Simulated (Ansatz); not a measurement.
Input and command of a calculation in Ansatz (plane waves; scalar-relativistic PAW potentials unless the input names others):

```yaml
crystal:
  lattice:
    - [3.8641062703, 0.0, 0.0]
    - [-1.9320531352, 3.346414193, 0.0]
    - [0.0, 0.0, 6.6963725839]
  atoms:
    - { symbol: Pt, position: [0.0, 0.0, 0.0] }
    - { symbol: Se, position: [0.6666666667, 0.3333333333, 0.813881192] }
    - { symbol: Se, position: [0.3333333333, 0.6666666667, 0.186118808] }
basis:
  ecutwfc: 420
  xc_grid: 1
kpoints:
  mp_grid: { grid: [12, 12, 4] }
hamiltonian:
  xc: pbe
scf:
  occupations: { method: gaussian, width: 0.02 }
output:
  forces: true
  eigenvalues: true
  stress: true
```

```bash
ansatz run input.yaml --threads 1 --pin off --max-ram 2560MiB --backend cpu --events-out ev --progress --plain --runs-dir out
```

Abridged log:
```
Basis set: ecut = 420 eV, 1727 PW (Γ)
Bands: 30, of which v1, the nominal top of the filled ones, is band 25 counted from 1 (24 counted from 0)
Symmetry: 12 space group operations
k-points: 69 of 576
SCF iter   1: F=—  HF=-23462.306638 eV  |F-HF|=—  |Δ(HF+E_count)|=         —  Δρ=2.12e-3  dr2=3.03e-3  ethr=1.77e-3  ⟨swp⟩=6.5  Hψ=8358  notcnv=0
SCF iter   2: F=—  HF=-23462.306958 eV  |F-HF|=—  |Δ(HF+E_count)|=   3.20e-4  Δρ=1.08e-3  dr2=1.13e-3  ethr=6.06e-6  ⟨swp⟩=2.1  Hψ=3665  notcnv=0  defer=68
SCF iter   3: F=—  HF=-23462.307110 eV  |F-HF|=—  |Δ(HF+E_count)|=   1.52e-4  Δρ=5.72e-4  dr2=3.46e-4  ethr=2.27e-6  ⟨swp⟩=2.0  Hψ=2956  notcnv=0
automatic band count: iteration 3 solves 29 bands in place of 30: the levels show a gap, and the empty bands left out lie too high to hold charge; the band table lists the bands solved (type scf.n_extra_bands for more)
SCF iter   4: F=—  HF=-23462.307096 eV  |F-HF|=—  |Δ(HF+E_count)|=   1.36e-5  Δρ=1.09e-4  dr2=9.44e-6  ethr=6.92e-7  ⟨swp⟩=2.0  Hψ=2705  notcnv=0
SCF iter   5: F=—  HF=-23462.307104 eV  |F-HF|=—  |Δ(HF+E_count)|=   7.97e-6  Δρ=3.59e-5  dr2=2.22e-6  ethr=1.89e-8  ⟨swp⟩=2.0  Hψ=3297  notcnv=0
SCF iter   6: F=—  HF=-23462.307107 eV  |F-HF|=—  |Δ(HF+E_count)|=   2.62e-6  Δρ=1.72e-5  dr2=4.70e-7  ethr=4.45e-9  ⟨swp⟩=2.1  Hψ=3458  notcnv=0
SCF iter   7: F=-23462.307107 eV  HF=-23462.307107 eV  |F-HF|=5.63e-8  |Δ(HF+E_count)|=   4.72e-7  Δρ=5.66e-6  dr2=4.57e-8  ethr=2.00e-10  ⟨swp⟩=6.6  Hψ=8951  notcnv=0
SCF 1 converged in 7 iterations: F = -23462.307107 eV  dr2 = 4.57e-8
SCF converged after 7 iterations
Free energy (F): -23462.307107 eV
Harris-Foulkes:  -23462.307107 eV  (|F-HF|=5.63e-8)
Internal energy: -23462.307107 eV  (E = F + TS)
E sigma→0 (E₀):  -23462.307107 eV
Fermi energy:    7.512043 eV
--- Forces (eV/Å), atoms counted from 1 ---
  atom   1  Pt     0.00000000     0.00000000     0.00000000
  atom   2  Se     0.00000000     0.00000000     0.00008938
  atom   3  Se     0.00000000     0.00000000    -0.00008938
--- Stress (GPa, compression-positive) ---
       -3.823294       0.000000       0.000000
        0.000000      -3.823294       0.000000
        0.000000       0.000000      -0.096067
  P = ⅓ Tr σ = -2.5809 GPa (-25.809 kbar)
```

Apart from outputs, empty bands and the relaxation, which only the reference makes, the input differs from a reference run on usual settings in basis.xc_grid: not typed → 1. The reference, at the same geometry, ended its own course with pressure -2.58 GPa, largest force 0.000 eV/Å, gap on the mesh 0.78 eV. This run converged in 7 SCF iterations with an energy at zero smearing 0.01 meV/atom below the reference's, pressure -2.58 GPa, largest force 0.000 eV/Å, gap on the mesh 0.78 eV.

Time: 7.4 s on 1 thread of Intel(R) Xeon(R) Processor @ 2.70GHz (shared host), peak memory 0.45 GiB.